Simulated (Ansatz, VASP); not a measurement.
## Ge in VASP and in Ansatz

```
CELL_PARAMETERS angstrom
-2.45914 2.45914 1.33509
2.45914 -2.45914 1.33509
2.45914 2.45914 -1.33509
ATOMIC_POSITIONS crystal
Ge 0.25000 0.75000 0.50000
Ge 0.50000 0.50000 0.00000
```

Alike in both runs: task relaxation of shape and atoms at fixed volume; functional PBEsol; k mesh 16 × 16 × 16; occupations gaussian, width 0.1 eV; no spin polarisation.

|  | VASP | Ansatz |
| --- | --- | --- |
| version | VASP 6.6.1 | Ansatz 0.2.0 |
| potentials or method | VASP PAW PBE potentials, release 64 (Ge_d) | scalar-relativistic, plane waves, PAW |
| plane-wave cutoff (eV) | 600 | 420 |
| valence electrons in the cell | 28 | 28 |

Ansatz gave:

| Quantity | Value |
| --- | --- |
| gap on the k mesh at the Fermi level, each at its own relaxed structure (eV) | none |
| relaxed volume (Å³/atom) | 16.15 |
| relaxed cell length with the largest relative difference (Å) | 3.727 |

Question: What did VASP give for the same quantities?

Answer: gap on the k mesh at the Fermi level, each at its own relaxed structure (eV): none; relaxed volume (Å³/atom): 16.15; relaxed cell length with the largest relative difference (Å): 3.726.

A gap of «none» marks a metal or a gap that the smearing closes.

Caveats: the PAW data sets were made with another functional, which shifts forces and pressure a little (VASP).
